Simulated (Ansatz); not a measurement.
The system is SnO.

```
Sn O
1.0
     3.81370    0.00000    0.00000
     0.00000    3.81370    0.00000
     0.00000    0.00000    4.88691
Sn O
2 2
Cartesian
  1.9068 0.0000 3.7367
  0.0000 1.9068 1.1503
  0.0000 0.0000 0.0000
  1.9068 1.9068 0.0000
```

The cell is a database's computed one.

```yaml
Program: Ansatz 0.2.0
Task: relaxation of cell and atoms
Functional: PBE
Potentials_or_basis: Ansatz PAW
Cutoff: "420 eV (not typed: the program's choice for these potentials)"
k_mesh: 7 × 7 × 6
Occupations: fermi-dirac, width 0.05 eV
Spin: no spin polarisation
```

At the start: volume 17.77 Å³/atom.

Problem. Where does the relaxation end?

Solution. It ends after 10 steps and the volume is 18.95 Å³/atom (+6.7 %); space group P4/nmm (No. 129, to 0.05 Å).

The path:
```csv
step,energy change (eV),largest force (eV/Å),volume (Å³)
1,0.0000,0.3713,71.08
2,-0.0181,0.1248,75.39
3,-0.0210,0.0968,74.69
4,-0.0212,0.0003,74.84
5,-0.0347,0.0031,74.84
6,-0.0339,0.0028,75.38
7,-0.0332,0.0010,75.67
8,-0.0353,0.0003,75.67
9,-0.0350,0.0001,75.81
10,-0.0354,0.0002,75.81
```

Final structure:
```xyz
4
Lattice="3.8683 0.0000 0.0000 0.0000 3.8683 0.0000 0.0000 0.0000 5.0665" Properties=species:S:1:pos:R:3 pbc="T T T"
Sn    1.9341    0.0000    3.9075
Sn    0.0000    1.9341    1.1591
O     0.0000    0.0000    0.0000
O     1.9341    1.9341    0.0000
```

Caveat: the plane-wave basis is chosen anew once the cell has moved, so the energies of steps on either side of that aren't comparable; the pressure holds a Pulay correction of +0.4 GPa for the finite cutoff.
